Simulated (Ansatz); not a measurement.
ZrC:

```
Zr C
1.0
     3.39148    0.00000    0.00000
    -1.69574    2.93710    0.00000
     0.00000    0.00000    5.29005
Zr C
2 2
Cartesian
  1.6957 0.9790 3.9675
  0.0000 1.9581 1.3225
  0.0000 0.0000 2.6450
  0.0000 0.0000 0.0000
```

The cell comes from a database or a generator and needn't be the stable form of this composition.

```yaml
Program: Ansatz 0.2.0
Task: single point
Functional: PBEsol
Potentials_or_basis: Ansatz PAW
Cutoff: "420 eV (not typed: the program's choice for these potentials)"
k_mesh: 9 × 9 × 5
Occupations: fermi-dirac, width 0.05 eV
Spin: no spin polarisation
```

On this cell: pressure -7.8 GPa; largest force under 0.003 eV/Å; band gap on the k mesh none (metal or under the smearing width).

The same run follows on a disturbed copy (atoms moved at random, drawn with an rms of 0.05 Å):

```
Zr C
1.0
     3.39148    0.00000    0.00000
    -1.69574    2.93710    0.00000
     0.00000    0.00000    5.29005
Zr C
2 2
Direct
  0.65650 0.33618 0.74578
  0.35343 0.68148 0.25339
  0.98932 0.99143 0.50103
  0.00190 0.99084 0.99757
```

Problem. What does the disturbed cell give?

Solution. The energy (extrapolated to zero smearing) moves by +20.0 meV/atom; pressure -7.2 GPa; largest force 1.265 eV/Å; band gap on the k mesh none (metal or under the smearing width).

Forces in eV/Å, atoms in the order of the input:
```
Zr   0.501 -0.491  0.584
Zr  -0.615 -0.922 -0.609
C    0.241  0.741 -0.082
C   -0.126  0.672  0.107
```

Stress tensor (GPa, compression positive):
```
-7.98 -0.10  0.48
-0.10 -7.80  0.14
 0.48  0.14 -5.79
```

Caveats: the PAW data sets come from PBE, with cores solved anew for the run's functional, which leaves a small shift of forces and pressure.
